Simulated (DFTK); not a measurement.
# AlN (P6_3mc) in DFTK: further runs

Aim: see how the results for AlN move with the level of theory and the settings. Levels: PBE, PBEsol. Tasks: single point, equation of state.

Program: DFTK 0.8.2. These are calculated values, not measurements. Logs are shortened: lines on timing, memory, paths and dates and some standing lists are left out, and cuts for length are marked.

## 1. Starting point

It takes space group P6_3mc (No. 186, hexagonal). Conventional cell: a = 3.113 Å, b = 3.113 Å, c = 4.981 Å, α = 90.00°, β = 90.00°, γ = 120.00°. Around Al (site symmetry 3m) lie 4 N at 1.89 Å. Around N (site symmetry 3m) lie 4 Al at 1.89 Å.

## 2. Single point, PBE, 9.82 Å³/atom (volume scaled by 0.94)

Input file run.jl:

```julia
using DFTK
using PseudoPotentialData
using Unitful, UnitfulAtomic
using LinearAlgebra, Printf
include("save.jl")
disable_threading()

# lattice vectors are the columns
lattice = austrip(1u"Å") * [         3.113        -1.5565            0.0;
                      0.0    2.695937082            0.0;
                      0.0            0.0          4.981]
symbols   = [:Al, :Al, :N, :N]
positions = [[0.6666666667, 0.3333333333, 0.5],
             [0.3333333333, 0.6666666667, 0.0],
             [0.6666666667, 0.3333333333, 0.88],
             [0.3333333333, 0.6666666667, 0.38]]
pseudopotentials = PseudoFamily("dojo.nc.sr.pbe.v0_4_1.standard.upf")
elements = Dict(s => ElementPsp(s, pseudopotentials) for s in unique(symbols))
atoms    = [elements[s] for s in symbols]

build_model(lattice, positions; symmetries=true) =
    model_DFT(lattice, atoms, positions;
              functionals=PBE(),
              temperature=austrip(0.05u"eV"),
              smearing=Smearing.FermiDirac(),
              symmetries)
Ecut  = 42.0  # hartree
kgrid = [10, 10, 6]
tol   = 1e-6
to_GPa = ustrip(uconvert(u"GPa", 1u"hartree/bohr^3"))

results["points"] = []
for scale in [0.94, 0.96, 0.98, 1.0, 1.02, 1.04, 1.06]
    println("\n=== scale = ", scale)
    model = build_model(cbrt(scale) * lattice, positions)
    basis = PlaneWaveBasis(model; Ecut, kgrid)
    t0 = time()
    scfres = self_consistent_field(basis;
                                   tol,
                                   nbandsalg=AdaptiveBands(model; n_bands_converge=13))
    seconds = time() - t0
    @printf "SCF: %d iterations, %.1f s\n" scfres.n_iter seconds
    forces = compute_forces_cart(scfres)
    stress = compute_stresses_cart(scfres)
    @printf "V = %.5f Å^3  F = %.8f Ha  max force = %.5f eV/Å  p = %.4f GPa\n" ustrip(auconvert(u"Å^3", model.unit_cell_volume)) scfres.energies.total ustrip(auconvert(u"eV/Å", maximum(norm, forces))) (-tr(stress) / 3 * to_GPa)
    push!(results["points"], save_scf!(scfres; forces, stress, d=Dict{String,Any}("seconds" => seconds, "n_matvec" => get(scfres, :n_matvec, 0))))
end

# third-order Birch-Murnaghan fit in x = V^(-2/3)
V = [0.94, 0.96, 0.98, 1.0, 1.02, 1.04, 1.06] * abs(det(lattice))
E = [p["total"] for p in results["points"]]
x = V .^ (-2 / 3)
c = [x .^ 0 x x .^ 2 x .^ 3] \ E
Δ = c[3]^2 - 3c[2] * c[4]
if Δ > 0
    x0 = (-c[3] + sqrt(Δ)) / 3c[4]
    B0 = 4 / 9 * x0^(7 / 2) * (2c[3] + 6c[4] * x0)
    @printf "V0 = %.4f Å^3  B0 = %.2f GPa\n" ustrip(auconvert(u"Å^3", x0^(-3 / 2))) B0 * to_GPa
end
```

Potentials or basis: dojo.nc.sr.pbe.v0_4_1.standard.upf (PBE).

On the command line:

```console
$ julia --threads=1 run.jl  # one pass of the loop, scale = 0.94; save.jl only writes the numbers to a file and isn't shown; printed stress counts tension as positive; times include loading and compiling
```

The log of the run:

```text
=== scale = 0.94
n     Energy            log10(ΔE)   log10(Δρ)   Diag   Δtime
---   ---------------   ---------   ---------   ----   ------
  1   -25.33962659526                   -0.36    5.4    50.8s
  2   -25.48895966603       -0.83       -0.52    3.8    37.7s
  3   -25.57770682144       -1.05       -1.11    3.8    38.9s
  4   -25.58134243589       -2.44       -1.48    2.9    30.4s
  5   -25.58253799589       -2.92       -2.48    2.0    27.2s
  6   -25.58256472062       -4.57       -2.70    2.5    27.4s
  7   -25.58256760982       -5.54       -3.15    1.0    21.6s
  8   -25.58256804246       -6.36       -3.68    2.4    27.7s
  9   -25.58256809423       -7.29       -4.45    2.4    29.7s
 10   -25.58256809582       -8.80       -4.70    3.8    34.3s
 11   -25.58256809543   +   -9.41       -4.56    1.8    21.8s
 12   -25.58256809570       -9.57       -4.81    1.0    21.0s
 13   -25.58256809587       -9.77       -5.42    1.5    23.8s
 14   -25.58256809587      -11.51       -5.53    2.2    25.9s
 15   -25.58256809588      -11.43       -5.89    1.7    22.4s
 16   -25.58256809588      -12.06       -6.39    1.9    25.1s
SCF: 16 iterations, 470.2 s
V = 39.29464 Å^3  F = -25.58256810 Ha  max force = 0.18045 eV/Å  p = 17.7782 GPa
```

Wall time 7.8 min (1 thread of AMD EPYC, shared host).

What came out:

- Free energy: -696.1371 eV
- Pressure: 17.8 GPa
- Largest force: 0.180 eV/Å
- Band gap on the k mesh: 4.77 eV, direct

## 3. Single point, PBE, 10.03 Å³/atom (volume scaled by 0.96)

run.jl is that of step 2.

Potentials or basis: dojo.nc.sr.pbe.v0_4_1.standard.upf (PBE).

On the command line:

```console
$ julia --threads=1 run.jl  # one pass of the loop, scale = 0.96; save.jl only writes the numbers to a file and isn't shown; printed stress counts tension as positive; times include loading and compiling
```

It took 5.5 min on 1 thread of AMD EPYC, shared host.

The run converged. Its results:

```yaml
Free_energy: -696.2160 eV
Pressure: 12.5 GPa
Largest_force: 0.163 eV/Å
Band_gap_on_the_k_mesh: 4.58 eV, direct
```

## 4. Single point, PBE, 10.24 Å³/atom (volume scaled by 0.98)

run.jl is that of step 3.

On the command line:

```console
$ julia --threads=1 run.jl  # one pass of the loop, scale = 0.98; save.jl only writes the numbers to a file and isn't shown; printed stress counts tension as positive; times include loading and compiling
```

It took 7.2 min on 1 thread of AMD EPYC, shared host.

It converged, with:

```yaml
Free_energy: -696.2685 eV
Pressure: 7.7 GPa
Largest_force: 0.146 eV/Å
Band_gap_on_the_k_mesh: 4.40 eV, direct
```

## 5. Equation of state, PBEsol

Edit run.jl of step 4 so:

```diff
@@ -16,3 +16,3 @@
              [0.3333333333, 0.6666666667, 0.38]]
-pseudopotentials = PseudoFamily("dojo.nc.sr.pbe.v0_4_1.standard.upf")
+pseudopotentials = PseudoFamily("dojo.nc.sr.pbesol.v0_4_1.standard.upf")
 elements = Dict(s => ElementPsp(s, pseudopotentials) for s in unique(symbols))
@@ -22,3 +22,3 @@
     model_DFT(lattice, atoms, positions;
-              functionals=PBE(),
+              functionals=PBEsol(),
               temperature=austrip(0.05u"eV"),
```

Potentials or basis: dojo.nc.sr.pbesol.v0_4_1.standard.upf (PBEsol).

On the command line:

```console
$ julia --threads=1 run.jl  # save.jl only writes the numbers to a file and isn't shown; printed stress counts tension as positive; times include loading and compiling
```

The log of the run:

```text
=== scale = 0.94
n     Energy            log10(ΔE)   log10(Δρ)   Diag   Δtime
---   ---------------   ---------   ---------   ----   ------
  1   -25.29031205781                   -0.37    5.4    22.2s
  2   -25.43112454164       -0.85       -0.52    3.7    16.8s
  3   -25.52080313588       -1.05       -1.11    3.8    19.0s
  4   -25.52472496315       -2.41       -1.49    2.9    15.0s
  5   -25.52589146215       -2.93       -2.40    2.0    13.3s
  6   -25.52592198205       -4.52       -2.70    2.2    13.4s
  7   -25.52592485880       -5.54       -3.12    1.2    11.0s
  8   -25.52592530326       -6.35       -3.52    2.3    12.3s
  9   -25.52592540371       -7.00       -4.14    2.1    13.1s
 10   -25.52592540930       -8.25       -4.64    2.8    14.2s
[... 84 further cycles ...]
  6   -25.52676665600       -4.94       -2.87    2.2    16.5s
  7   -25.52676781698       -5.94       -3.21    1.1    11.6s
  8   -25.52676813506       -6.50       -3.83    2.3    15.3s
  9   -25.52676815787       -7.64       -4.35    2.7    16.3s
 10   -25.52676816009       -8.65       -5.03    2.5    15.7s
 11   -25.52676815978   +   -9.51       -4.66    3.4    18.9s
 12   -25.52676816013       -9.45       -5.18    2.0    14.6s
 13   -25.52676816017      -10.45       -5.87    2.1    15.3s
 14   -25.52676816017      -11.99       -5.92    2.4    16.1s
 15   -25.52676816017      -11.92       -6.75    1.0    11.4s
SCF: 15 iterations, 249.0 s
V = 44.31097 Å^3  F = -25.52676816 Ha  max force = 0.09103 eV/Å  p = -10.3766 GPa
V0 = 41.8308 Å^3  B0 = 201.49 GPa
```

Wall time 49 min (1 thread of Intel Xeon Platinum 8259CL at 2.50GHz (Skylake/Cascade Lake), shared host); peak memory 3 GiB.

What came out:

- Equilibrium volume: 10.46 Å³/atom
- Bulk modulus at fixed shape and positions: 201 GPa
- Pressure derivative of the bulk modulus: 3.9

Energy against volume, from the lowest point:
```
volume (Å³/atom)  energy (meV/atom)
           9.824              26.77
          10.033              11.62
          10.242               2.90
          10.451               0.00
          10.660               2.38
          10.869               9.54
          11.078              21.03
```

Caveat: the cell was scaled at fixed shape and fractional positions, which overstates the stiffness of a crystal with free parameters, most of all of layers and chains.

## 6. Single point, PBEsol, 9.82 Å³/atom (volume scaled by 0.94)

run.jl is that of step 5.

Potentials or basis: dojo.nc.sr.pbesol.v0_4_1.standard.upf (PBEsol).

On the command line:

```console
$ julia --threads=1 run.jl  # one pass of the loop, scale = 0.94; save.jl only writes the numbers to a file and isn't shown; printed stress counts tension as positive; times include loading and compiling
```

It took 3.7 min on 1 thread of Intel Xeon Platinum 8259CL at 2.50GHz (Skylake/Cascade Lake), shared host.

It converged, with:

| Quantity | Value |
| --- | --- |
| Free energy | -694.5958 eV |
| Pressure | 14.2 GPa |
| Largest force | 0.182 eV/Å |
| Band gap on the k mesh | 4.69 eV, direct |

## 7. Single point, PBEsol, 10.03 Å³/atom (volume scaled by 0.96)

run.jl is that of step 6.

On the command line:

```console
$ julia --threads=1 run.jl  # one pass of the loop, scale = 0.96; save.jl only writes the numbers to a file and isn't shown; printed stress counts tension as positive; times include loading and compiling
```

It took 3.6 min on 1 thread of Intel Xeon Platinum 8259CL at 2.50GHz (Skylake/Cascade Lake), shared host.

It converged, with:

| Quantity | Value |
| --- | --- |
| Free energy | -694.6564 eV |
| Pressure | 9.1 GPa |
| Largest force | 0.164 eV/Å |
| Band gap on the k mesh | 4.50 eV, direct |

## 8. Single point, PBEsol, 10.24 Å³/atom (volume scaled by 0.98)

run.jl is that of step 7.

On the command line:

```console
$ julia --threads=1 run.jl  # one pass of the loop, scale = 0.98; save.jl only writes the numbers to a file and isn't shown; printed stress counts tension as positive; times include loading and compiling
```

Run time: 3.9 min. Hardware: 1 thread of Intel Xeon Platinum 8259CL at 2.50GHz (Skylake/Cascade Lake), shared host.

It converged, with:

```yaml
Free_energy: -694.6913 eV
Pressure: 4.4 GPa
Largest_force: 0.148 eV/Å
Band_gap_on_the_k_mesh: 4.31 eV, direct
```

## 9. Single point, PBEsol, 10.45 Å³/atom

run.jl is that of step 8.

Potentials or basis: dojo.nc.sr.pbesol.v0_4_1.standard.upf (PBEsol).

On the command line:

```console
$ julia --threads=1 run.jl  # one pass of the loop, scale = 1.0; save.jl only writes the numbers to a file and isn't shown; printed stress counts tension as positive; times include loading and compiling
```

Run time: 3.7 min. Hardware: 1 thread of Intel Xeon Platinum 8259CL at 2.50GHz (Skylake/Cascade Lake), shared host.

The run converged. Its results:

```
Free energy            : -694.7029 eV
Pressure               : 0.1 GPa
Largest force          : 0.132 eV/Å
Band gap on the k mesh : 4.14 eV, direct
```

## 10. Single point, PBEsol, 10.66 Å³/atom (volume scaled by 1.02)

run.jl is that of step 9.

On the command line:

```console
$ julia --threads=1 run.jl  # one pass of the loop, scale = 1.02; save.jl only writes the numbers to a file and isn't shown; printed stress counts tension as positive; times include loading and compiling
```

Wall time 4.2 min (1 thread of Intel Xeon Platinum 8259CL at 2.50GHz (Skylake/Cascade Lake), shared host).

Results (log left out):

```yaml
Free_energy: -694.6934 eV
Pressure: -3.7 GPa
Largest_force: 0.117 eV/Å
Band_gap_on_the_k_mesh: 3.96 eV, direct
```

## 11. Single point, PBEsol, 10.87 Å³/atom (volume scaled by 1.04)

run.jl is that of step 10.

On the command line:

```console
$ julia --threads=1 run.jl  # one pass of the loop, scale = 1.04; save.jl only writes the numbers to a file and isn't shown; printed stress counts tension as positive; times include loading and compiling
```

Run time: 4.1 min. Hardware: 1 thread of Intel Xeon Platinum 8259CL at 2.50GHz (Skylake/Cascade Lake), shared host.

It converged, with:

* Free energy: -694.6647 eV
* Pressure: -7.2 GPa
* Largest force: 0.104 eV/Å
* Band gap on the k mesh: 3.80 eV, direct

## 12. Single point, PBEsol, 11.08 Å³/atom (volume scaled by 1.06)

run.jl is that of step 11.

Potentials or basis: dojo.nc.sr.pbesol.v0_4_1.standard.upf (PBEsol).

On the command line:

```console
$ julia --threads=1 run.jl  # one pass of the loop, scale = 1.06; save.jl only writes the numbers to a file and isn't shown; printed stress counts tension as positive; times include loading and compiling
```

Run time: 4.2 min. Hardware: 1 thread of Intel Xeon Platinum 8259CL at 2.50GHz (Skylake/Cascade Lake), shared host.

Results (log left out):

| Quantity | Value |
| --- | --- |
| Free energy | -694.6187 eV |
| Pressure | -10.4 GPa |
| Largest force | 0.091 eV/Å |
| Band gap on the k mesh | 3.64 eV, direct |
